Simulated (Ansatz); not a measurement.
The following input was run with Ansatz 0.2.0.

```yaml
crystal:
  lattice:
    - [-2.574489719, 2.574489719, 1.3974126432]
    - [2.574489719, -2.574489719, 1.3974126432]
    - [2.574489719, 2.574489719, -1.3974126432]
  atoms:
    - { symbol: Ge, position: [0.1823343491, 0.7357041485, 0.4797668642] }
    - { symbol: Ge, position: [0.5, 0.5, 0.0] }
basis:
  ecutwfc: 420
kpoints:
  mp_grid: { grid: [14, 14, 14] }
hamiltonian:
  xc: pbe
scf:
  occupations: { method: gaussian, width: 0.1 }
output:
  forces: true
  stress: true
  eigenvalues: true
```

Launched with
```bash
ansatz run input.yaml --threads 1 --pin off --max-ram 1331MiB --backend cpu --events-out ev --progress --plain --runs-dir out
```

Theory: DFT PBE, scalar-relativistic, plane waves, PAW (Ansatz).

Abridged output:

```
Pseudopotentials: kind: paw
Pseudopotential: Ge, paw, valence charge 14, recommended cutoff 420 eV (normal)
Functional definition: PBE
Crystal: 2 atoms, lattice volume = 37.048 Å³
Basis set: ecut = 420 eV, 733 PW (Γ), exchange–correlation on 54×54×54 points (8 copies of the dense FFT grid, shifted against one another)
Bands: 18, of which v1, the nominal top of the filled ones, is band 14 counted from 1 (13 counted from 0)
Symmetry: 2 space group operations
Space group: P-1 (ITA 2), of the structure as read, at distance tolerance 3.3e-5 Å
k-points: 1376 of 2744
Initial density: superposition of atomic densities (neutral atoms: chi_scale 0, normalization atom), corrected by the library's trained network
Initial wavefunctions: pseudopotential atomic-orbital guess
Functional: x = pbe(κ = 0.804, μ = 0.21951497), c = pbe(β = 0.06672455)
SCF iter   1: F=—  HF=-8589.387813 eV  |F-HF|=—  |Δ(HF+E_count)|=         —  Δρ=1.28e-3  dr2=3.48e-4  ethr=1.77e-3  ⟨swp⟩=5.1  Hψ=102311  notcnv=0
SCF iter   2: F=—  HF=-8589.387405 eV  |F-HF|=—  |Δ(HF+E_count)|=   4.08e-4  Δρ=7.86e-4  dr2=1.48e-4  ethr=1.24e-6  ⟨swp⟩=3.0  Hψ=59364  notcnv=0
SCF iter   3: F=—  HF=-8589.387504 eV  |F-HF|=—  |Δ(HF+E_count)|=   9.96e-5  Δρ=2.68e-4  dr2=1.31e-5  ethr=5.28e-7  ⟨swp⟩=2.0  Hψ=43857  notcnv=0
SCF iter   4: F=—  HF=-8589.387473 eV  |F-HF|=—  |Δ(HF+E_count)|=   3.09e-5  Δρ=1.01e-4  dr2=2.19e-6  ethr=4.67e-8  ⟨swp⟩=2.0  Hψ=43435  notcnv=0
SCF iter   5: F=—  HF=-8589.387473 eV  |F-HF|=—  |Δ(HF+E_count)|=   4.08e-7  Δρ=3.79e-5  dr2=3.56e-7  ethr=7.82e-9  ⟨swp⟩=2.0  Hψ=38316  notcnv=0
SCF iter   6: F=-8589.387473 eV  HF=-8589.387473 eV  |F-HF|=2.78e-9  |Δ(HF+E_count)|=   1.51e-7  Δρ=4.99e-6  dr2=7.84e-9  ethr=3.57e-10  ⟨swp⟩=4.4  Hψ=77424  notcnv=0
SCF 1 converged in 6 iterations: F = -8589.387473 eV  dr2 = 7.84e-9
SCF converged after 6 iterations
Free energy (F): -8589.387473 eV
Harris-Foulkes:  -8589.387473 eV  (|F-HF|=2.78e-9)
Internal energy: -8589.382995 eV  (E = F + TS)
E sigma→0 (E₀):  -8589.385234 eV
Entropy (-TS):   -0.004478 eV (-2.239 meV/atom)
Fermi energy:    11.166613 eV
--- Per-component energies (eV) ---
  E_band       = -222.423388
  E_kinetic    = 222.463706
  E_local      = -4309.029128  (includes V_loc(G=0)·N_el)
  E_nonlocal   = 833.281676
  E_hartree    = 1889.455351
  E_xc         = -151.731054
  E_vxc        = -129.910062  (∫ρ·V_xc dr)
  E_paw        = -4035.585168  (= ΣΔE_a)
  E_vpaw       = -618.143028  (= ΣTr[D̂ρ^β])
  E_aug_tail   = 0.000617  (compensation charges beyond the density's cutoff)
  E_ewald      = -3038.238995
  E_smearing   = -0.004478  (= −TS)
--- Forces (eV/Å), atoms counted from 1 ---
  atom   1  Ge    -0.27375861     0.98700894     0.17782230
  atom   2  Ge     0.27375861    -0.98700894    -0.17782230
--- Stress (GPa, compression-positive) ---
        1.416224       0.069615       0.449283
        0.069616       8.243290       1.350708
        0.449282       1.350708       4.594262
  P = ⅓ Tr σ = 4.7513 GPa (47.513 kbar)
--- Band table (eV; the first three rows and the last of 1376) ---
  k-point 0: bands = ["-13.5946", "-13.5336", "-13.5053", "-13.5017", "-13.4038", "-13.3982", "-13.3756", "-13.3689", "-13.3169", "-13.2393", "-2.1922", "7.1595", "8.7377", "8.9738", "14.1894", "18.8098", "19.0874", "19.3087"]
  k-point 1: bands = ["-13.5924", "-13.5338", "-13.5042", "-13.5012", "-13.4053", "-13.3958", "-13.3751", "-13.3687", "-13.3194", "-13.2415", "-2.1359", "6.5832", "8.9743", "9.2315", "14.4813", "18.3176", "18.5387", "19.4536"]
  k-point 2: bands = ["-13.5862", "-13.5340", "-13.5071", "-13.4937", "-13.4082", "-13.3909", "-13.3734", "-13.3684", "-13.3262", "-13.2479", "-1.9670", "5.5412", "9.1718", "9.8690", "15.2923", "17.2609", "17.8002", "19.2481"]
  k-point 1375: bands = ["-13.5645", "-13.5252", "-13.4399", "-13.4285", "-13.4166", "-13.3985", "-13.3945", "-13.3668", "-13.3513", "-13.3393", "2.0041", "2.3142", "5.3425", "5.4945", "16.9869", "17.6377", "22.1566", "22.4939"]
```

Self-consistency was reached.